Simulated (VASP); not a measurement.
Write the native input for VASP 6.6.1 that does the following.

| Quantity | Value |
| --- | --- |
| Task | relaxation of cell and atoms |
| Functional | PBE |
| Potentials or basis | VASP PAW PBE potentials, release 64 (Ta_pv, C_h) |
| Cutoff | 900 eV |
| k mesh | 16 × 16 × 16 |
| Occupations | gaussian, width 0.1 eV |
| Spin | no spin polarisation |
| Further INCAR settings | ALGO = Normal; EDIFF = 1e-07; IBRION = 2; EDIFFG = -0.002; NSW = 80; ISIF = 3 |

The structure of TaC lies in POSCAR:

```
TaC
1.0
    0.0000000000      2.2230000000      2.2230000000
    2.2230000000      0.0000000000      2.2230000000
    2.2230000000      2.2230000000      0.0000000000
Ta C
1 1
Direct
    0.0000000000      0.0000000000      0.0000000000
    0.5000000000      0.5000000000      0.5000000000
```

The input as run:

INCAR

```
ALGO     = Normal         # electronic algorithm
EDIFF    = 1E-7           # SCF threshold, eV
EDIFFG   = -0.002         # ionic threshold
ENCUT    = 900            # plane-wave cutoff, eV
GGA      = PE             # functional
IBRION   = 2              # ionic algorithm
ISIF     = 3              # what is computed and relaxed
ISMEAR   = 0              # smearing method
LASPH    = True           # aspherical terms in the spheres
LCHARG   = False          # write CHGCAR
LREAL    = False          # projectors in reciprocal space
LWAVE    = False          # write WAVECAR
NELM     = 60             # most SCF steps
NSW      = 80             # ionic steps
PREC     = Accurate       # precision mode
SIGMA    = 0.1            # smearing width, eV
```

KPOINTS

```
k-points
0
Gamma
  16 16 16
```

Potentials or basis: VASP PAW PBE potentials, release 64 (Ta_pv, C_h).

Run with:

```sh
$ cat potpaw_PBE.64/Ta_pv/POTCAR potpaw_PBE.64/C_h/POTCAR > POTCAR
$ mpirun -np 1 vasp_std > vasp.out
```

It gave:

- Relaxed volume: 11.22 Å³/atom
- Relaxed cell: a = 3.166 Å, b = 3.166 Å, c = 3.166 Å, α = 60.00°, β = 60.00°, γ = 60.00°
- Space group after relaxing (to 0.05 Å): Fm-3m (No. 225)
- Energy gained by relaxing: 5.3 meV/atom
- Ionic steps: 4
- Pressure after relaxing: 0.0 GPa
- Band gap on the k mesh: none (metal or under the smearing width)

Caveat: the cutoff is under 1.25 times the usual one of these potentials, so pressure, stress and relaxed cells hold a basis-set (Pulay) error.

Wall time 79 s on 1 thread of Intel(R) Xeon(R) 6975P-C (Granite Rapids), with other jobs on the host, peak memory 0.25 GiB.
